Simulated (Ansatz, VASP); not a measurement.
Sb in VASP and in Ansatz

Contents of INCAR:

```
  PREC = Accurate
  ENCUT = 520
  EDIFF = 1E-6
  ISMEAR = -1
  SIGMA = 0.05
  LREAL = F
  LASPH = T
  NELM = 80
  ALGO = Normal
  ISIF = 2
  LWAVE = F
  LCHARG = T
  GGA = PE
  LELF = T
  LVHAR = T
  NBANDS = 8
```

File KPOINTS:

```
regular mesh
0
Gamma
  19 19 19
```

File POSCAR:

```
Sb
1.0
   -1.5100000367      1.5100000367      2.4882392632
    1.5100000367     -1.5100000367      2.4882392632
    1.5100000367      1.5100000367     -2.4882392632
Sb
1
Direct
    0.0000000000      0.0000000000      0.0000000000
```

Input for Ansatz:

```yaml
crystal:
  lattice:
    - [-1.5100000367, 1.5100000367, 2.4882392632]
    - [1.5100000367, -1.5100000367, 2.4882392632]
    - [1.5100000367, 1.5100000367, -2.4882392632]
  atoms:
    - { symbol: Sb, position: [0.0, 0.0, 0.0] }
kpoints:
  mp_grid: { grid: [19, 19, 19] }
  band_path:
    path:
      - [0.0, 0.0, 0.0]
      - [0.0, 0.0, 0.5]
      - [0.25, 0.25, 0.25]
      - [0.0, 0.5, 0.0]
      - [0.0, 0.0, 0.0]
      - [0.5, 0.5, -0.5]
      - [0.3420681988, 0.6579318012, -0.3420681988]
      - [-0.3420681988, 0.3420681988, 0.3420681988]
      - [0.0, 0.0, 0.0]
    npoints: 5
scf:
  occupations: { method: fermi_dirac, width: 0.05 }
hamiltonian:
  xc: pbe
  pseudopotentials: { kind: all_electron, lapw: { basis_error: 0.00025 } }
output:
  forces: true
  stress: true
  eigenvalues: true
```

Change from the starting cell: volume scaled by 1.01.

Alike in both runs: task single point; functional PBE; k mesh 19 × 19 × 19; occupations fermi-dirac, width 0.05 eV; no spin polarisation.

|  | VASP | Ansatz |
| --- | --- | --- |
| version | VASP 6.6.1 | Ansatz 0.2.0 |
| potentials or method | VASP PAW PBE potentials, release 64 (Sb) | all-electron LAPW, scalar-relativistic |
| plane-wave cutoff (eV) | 520 | see its input |

VASP gave:

- pressure (GPa): 17.9
- largest component of the traceless stress (GPa): 1.42

Question: Estimate Ansatz's values.

Answer: Pressure (GPa): 17.9; largest component of the traceless stress (GPa): 1.34.

Ansatz ran all-electron here, so the differences hold the error of VASP's frozen core and of both bases.

Caveats: so large a pressure means that the cell lies far from this level's equilibrium, or that cutoff or potentials fall short (VASP). Spin-orbit coupling is left out, which matters for the levels of Sb.
